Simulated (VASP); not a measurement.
# Br (Immm) in VASP: further runs

One crystal, Br, is run at these levels: LDA, SCAN+rVV10, AM05+D4; tasks: single point, relaxation of the atoms.

Everything below comes from runs of VASP 6.6.1. Logs are shortened: lines on timing, memory, paths and dates and some standing lists are left out, and cuts for length are marked.

### 1 The crystal as given

The structure is orthorhombic, space group Immm (No. 71). Conventional cell: a = 2.574 Å, b = 3.440 Å, c = 7.156 Å, α = 90.00°, β = 90.00°, γ = 90.00°. Br (site symmetry mmm) is surrounded by 2 Br at 2.57 Å.

### 2 Single point, LDA

Input file run.py:

```python
from ase.calculators.vasp import Vasp
from ase.dft.bandgap import bandgap
from ase.io import read

atoms = read('Br.cif', primitive_cell=True, subtrans_included=False)
calc = Vasp(
    directory='calc',
    xc='lda',
    pp='LDA',
    setups='minimal',
    prec='Accurate',
    encut=500,
    ediff=1e-07,
    ismear=0,
    sigma=0.02,
    lreal=False,
    lasph=True,
    nelm=100,
    algo='Normal',
    isif=2,
    lwave=False,
    lcharg=False,
    kpts=[13, 13, 13],
    gamma=True,
    nbands=10,
)
atoms.calc = calc

print('energy (eV):', atoms.get_potential_energy())
print('free energy (eV):', atoms.get_potential_energy(force_consistent=True))
print('forces (eV/A):')
print(atoms.get_forces())
print('stress (eV/A^3, Voigt):', atoms.get_stress())
print('Fermi level (eV):', calc.get_fermi_level())
gap, top, bottom = bandgap(calc)
print('band gap (eV):', gap, 'from (spin, k, band)', top, 'to', bottom)
```

Input file Br.cif:

```cif
data_Br
_cell_length_a 2.57353681
_cell_length_b 3.43999440
_cell_length_c 7.15598232
_cell_angle_alpha 90.00000000
_cell_angle_beta 90.00000000
_cell_angle_gamma 90.00000000
_space_group_name_H-M_alt 'Immm'
_space_group_name_Hall '-I 2 2'
_space_group_IT_number 71
loop_
_space_group_symop_operation_xyz
'x,y,z'
'-x,-y,-z'
'-x,-y,z'
'x,y,-z'
'x,-y,-z'
'-x,y,z'
'-x,y,-z'
'x,-y,z'
'x+1/2,y+1/2,z+1/2'
'-x+1/2,-y+1/2,-z+1/2'
'-x+1/2,-y+1/2,z+1/2'
'x+1/2,y+1/2,-z+1/2'
'x+1/2,-y+1/2,-z+1/2'
'-x+1/2,y+1/2,z+1/2'
'-x+1/2,y+1/2,-z+1/2'
'x+1/2,-y+1/2,z+1/2'
loop_
_atom_site_label
_atom_site_type_symbol
_atom_site_symmetry_multiplicity
_atom_site_Wyckoff_symbol
_atom_site_fract_x
_atom_site_fract_y
_atom_site_fract_z
_atom_site_occupancy
Br1 Br 2 a 0.0000000000 0.0000000000 0.0000000000 1
```

Potentials or basis: VASP PAW LDA potentials, release 64 (Br).

Launch:

```
python run.py
```

The program printed:

```text
energy (eV): -2.0433816
free energy (eV): -2.04350687
forces (eV/A):
[[-0.  0.  0.]]
stress (eV/A^3, Voigt): [ 0.02414164  0.01268428  0.00643663 -0.         -0.         -0.        ]
Fermi level (eV): 0.0945409
band gap (eV): 0.0 from (spin, k, band) (None, None, None) to (None, None, None)
```

OUTCAR:

```text
ENCUT = 500.000000
   EDIFF = 1.00e-07
   PREC = Accurate
   ISIF = 2
   ISMEAR = 0
   NELM = 100
   LASPH = .TRUE.
   LREAL = .FALSE.

 ion  position               nearest neighbor table
   1  0.000  0.000  0.000-

  LATTYP: Found a body centered orthorhombic cell.
 ALAT       =     2.5735368100
 B/A-ratio  =     1.3366796957
 C/A-ratio  =     2.7806022794

  Lattice vectors:

 A1 = (  -1.2867684050,   1.7199972000,   3.5779911600)
 A2 = (   1.2867684050,  -1.7199972000,   3.5779911600)
 A3 = (   1.2867684050,   1.7199972000,  -3.5779911600)

Analysis of symmetry for initial positions (statically):
=====================================================================
 Subroutine PRICEL returns:
 Original cell was already a primitive cell.

 Routine SETGRP: Setting up the symmetry group for a
 body centered orthorhombic supercell.

 Subroutine GETGRP returns: Found  8 space group operations
 (whereof  8 operations were pure point group operations)
 out of a pool of  8 trial point group operations.

The static configuration has the point symmetry D_2h.

Analysis of symmetry for dynamics (positions and initial velocities):
=====================================================================
 Subroutine PRICEL returns:
 Original cell was already a primitive cell.

 Routine SETGRP: Setting up the symmetry group for a
 body centered orthorhombic supercell.

 Subroutine GETGRP returns: Found  8 space group operations
 (whereof  8 operations were pure point group operations)
 out of a pool of  8 trial point group operations.

The dynamic configuration has the point symmetry D_2h.

 Subroutine INISYM returns: Found  8 space group operations
 (whereof  8 operations are pure point group operations),
 and found     1 'primitive' translations

----------------------------------------------------------------------------------------

                                     Primitive cell

  volume of cell :      31.6758

  direct lattice vectors                    reciprocal lattice vectors
    -1.286768405  1.719997200  3.577991160     0.000000000  0.290698148  0.139743218
     1.286768405 -1.719997200  3.577991160     0.388570312  0.000000000  0.139743218
     1.286768405  1.719997200 -3.577991160     0.388570312  0.290698148  0.000000000

  length of vectors
     4.173270185  4.173270185  4.173270185     0.322542370  0.412934685  0.485275489

  position of ions in fractional coordinates (direct lattice)
     0.000000000  0.000000000  0.000000000

  ion indices of the primitive-cell ions
   primitive index   ion index
                 1           1

----------------------------------------------------------------------------------------

 KPOINTS: KPOINTS created by Atomic Simulation Env

Automatic generation of k-mesh.
 Grid dimensions read from file:
 generate k-points for:   13   13   13

 Generating k-lattice:

  Cartesian coordinates                     Fractional coordinates (reciprocal lattice)
     0.000000000  0.022361396  0.010749478     0.076923077  0.000000000  0.000000000
     0.029890024  0.000000000  0.010749478     0.000000000  0.076923077 -0.000000000
     0.029890024  0.022361396  0.000000000     0.000000000 -0.000000000  0.076923077

  Length of vectors
     0.024810952  0.031764207  0.037328884

  Shift w.r.t. Gamma in fractional coordinates (k-lattice)
     0.000000000  0.000000000  0.000000000

 Subroutine IBZKPT returns following result:
 ===========================================

 Found    343 irreducible k-points:

 Following reciprocal coordinates:
            Coordinates               Weight
  0.000000  0.000000  0.000000      1.000000
  0.076923 -0.000000  0.000000      4.000000
  0.153846  0.000000 -0.000000      4.000000
  0.230769  0.000000  0.000000      4.000000
  0.307692  0.000000 -0.000000      4.000000
  0.384615  0.000000 -0.000000      4.000000
[... 16 lines left out ...]
  0.153846  0.153846 -0.000000      8.000000
  0.230769  0.153846  0.000000      8.000000
 [... further k-points ...]
   k-points           NKPTS =    343   k-points in BZ     NKDIM =    343   number of bands    NBANDS=     10
   number of dos      NEDOS =    301   number of ions     NIONS =      1
   total plane-waves  NPLWV =  27000
   dimension x,y,z NGX =    30 NGY =   30 NGZ =   30
   dimension x,y,z NGXF=    60 NGYF=   60 NGZF=   60
   ions per type =               1
   NGX,Y,Z   is equivalent  to a cutoff of  11.95, 11.95, 11.95 a.u.
   NGXF,Y,Z  is equivalent  to a cutoff of  23.90, 23.90, 23.90 a.u.
 SYSTEM =  unknown system
   PREC   = accura    normal or accurate (medium, high low for compatibility)
   ISTART =      0    job   : 0-new  1-cont  2-samecut
   ICHARG =      2    charge: 1-file 2-atom 10-const
   ISPIN  =      1    spin polarized calculation?
   LNONCOLLINEAR =      F non collinear calculations
   LSORBIT =      F    spin-orbit coupling
   LASPH  =      T    aspherical Exc in radial PAW
   ENCUT  =  500.0 eV  36.75 Ry    6.06 a.u.   7.61  7.61  7.61*2*pi/ulx,y,z
   NELM   =    100;   NELMIN=  2; NELMDL= -5     # of ELM steps
   EDIFF  = 0.1E-06   stopping-criterion for ELM
   LREAL  =      F    real-space projection
   EDIFFG = 0.1E-05   stopping-criterion for IOM
   NSW    =      0    number of steps for IOM
   IBRION =     -1    ionic relax: 0-MD 1-quasi-New 2-CG
   NFREE  =      0    steps in history (QN), initial steepest desc. (CG)
   ISIF   =      2    stress and relaxation
   ISYM   =      2    0-nonsym 1-usesym 2-fastsym
   POTIM  = 0.5000    time-step for ionic-motion
   TEBEG  =    0.0;   TEEND  =   0.0 temperature during run
   PSTRESS=    0.0 pullay stress
   NELECT =       7.0000    total number of electrons
   NUPDOWN=      -1.0000    fix difference up-down
   EMIN   =  10.00;   EMAX   =-10.00  energy-range for DOS
   EFERMI =   0.00;   METHOD = LEGACY
   ISMEAR =     0;   SIGMA  =   0.02  broadening in eV -4-tet -1-fermi 0-gaus
   EFERMI_NEDOS =   21; number of points for ismear=-14 and -15
   IALGO  =     38    algorithm
   IMIX   =      4    mixing-type and parameters
     AMIX     =   0.40;   BMIX     =  1.00
     AMIX_MAG =   1.60;   BMIX_MAG =  1.00
  volume/ion in A,a.u.               =      31.68       213.76
  Fermi-wavevector in a.u.,A,eV,Ry     =   0.989764  1.870383 13.328717  0.979633
  Thomas-Fermi vector in A             =   2.121386
   LORBIT       =      0    0 simple, 1 ext, 2 COOP (PROOUT), +10 PAW based schemes
   GGA     = CA    functional components
   LHFCALC =     F    Hartree Fock is set to
   AEXX    =    0.0000 exact exchange contribution
   IVDW    =     0    specifies the selected vdW correction
   LEPSILON=     F    determine dielectric tensor
   LRPA    =     F    only Hartree local field effects (RPA)
 non-spin polarized calculation
 Gauss-broadening in eV      SIGMA  =   0.02
  energy-cutoff  :      500.00
  volume of cell :       31.68
 maximum number of plane-waves:       817
   NGX = 15   NGY = 15   NGZ = 15

 number of electron       7.0000000 magnetization

 Free energy of the ion-electron system (eV)
  ---------------------------------------------------
  ext. energy  EPLUGINS =         0.00000000
  ---------------------------------------------------
  free energy    TOTEN  =        -2.04350687 eV

  energy without entropy =       -2.04325633  energy(sigma->0) =       -2.04338160

 E-fermi :   0.0945     XC(G=0):  -8.6353

 val. band max:        0.0931495886   @ k =   0.3846   0.3077   0.1538
 cond. band min:       0.1024491851   @ k =   0.4615   0.3846   0.0769
 fundamental gap:      0.0092995965
 Fermi energy:         0.0945409022

 k-point     1 :       0.0000    0.0000    0.0000
  band No.  band energies     occupation
      1     -15.6411      2.00000
      2      -1.6989      2.00000
      3      -0.9628      2.00000
      4       4.0453      0.00000
      5       5.1888      0.00000
      6       9.2964      0.00000
      7      12.1002      0.00000
      8      13.0968      0.00000
      9      14.3414      0.00000
     10      20.1673      0.00000
[... 287 lines left out ...]
 k-point    24 :       0.2308    0.1538    0.0000
  band No.  band energies     occupation
      1     -14.9787      2.00000
      2      -2.3830      2.00000
      3      -1.6473      2.00000
      4       1.1860      0.00000
      5       7.5679      0.00000
      6      10.2462      0.00000
      7      12.6584      0.00000
      8      15.4431      0.00000
      9      16.3895      0.00000
     10      17.4029      0.00000

 [... further k-points ...]

------------------------ aborting loop because EDIFF is reached ----------------------------------------

  FORCE on cell =-STRESS in cart. coord.  units (eV):
  Direction    XX          YY          ZZ          XY          YZ          ZX
  --------------------------------------------------------------------------------------
  -------------------------------------------------------------------------------------
  Total       -0.7647050     -0.4017844     -0.2038854      0.0000000      0.0000000      0.0000000
  in kB      -38.6791682    -20.3224611    -10.3126260      0.0000000      0.0000000      0.0000000
  external PRESSURE =     -23.1047518 kB  Pullay stress =       0.0000000 kB

 VOLUME and BASIS-vectors are now :
 -----------------------------------------------------------------------------
  energy-cutoff  :      500.00
  volume of cell :       31.68
      direct lattice vectors                 reciprocal lattice vectors
    -1.286768405  1.719997200  3.577991160     0.000000000  0.290698148  0.139743218
     1.286768405 -1.719997200  3.577991160     0.388570312  0.000000000  0.139743218
     1.286768405  1.719997200 -3.577991160     0.388570312  0.290698148  0.000000000

 POSITION                                       TOTAL-FORCE (eV/Angst)
 -----------------------------------------------------------------------------------
      0.00000      0.00000      0.00000        -0.000000      0.000000      0.000000
 -----------------------------------------------------------------------------------
    total drift:                                0.000000     -0.000000     -0.000000

  FREE ENERGIE OF THE ION-ELECTRON SYSTEM (eV)
  ---------------------------------------------------
  free  energy   TOTEN  =        -2.0435068658 eV

  energy  without entropy=       -2.0432563310  energy(sigma->0) =       -2.04338160
```

INCAR:

```text
ENCUT = 500.000000
SIGMA = 0.020000
EDIFF = 1.00e-07
ALGO = Normal
PREC = Accurate
ISIF = 2
ISMEAR = 0
NBANDS = 10
NELM = 100
LASPH = .TRUE.
LCHARG = .FALSE.
LWAVE = .FALSE.
LREAL = .FALSE.
```

Wall time 58 s (1 thread of AMD EPYC 9R45 (Zen 5), shared host); peak memory 0.18 GiB.

What came out:

| Item | Value |
| --- | --- |
| Free energy | -2.0435 eV |
| Pressure | -2.3 GPa |
| Band gap on the k mesh | none (metal or under the smearing width) |

Caveat: an odd number of electrons without spin polarisation forces a metal; a magnetic or distorted state may lie lower.

[end of part 1 of 2]
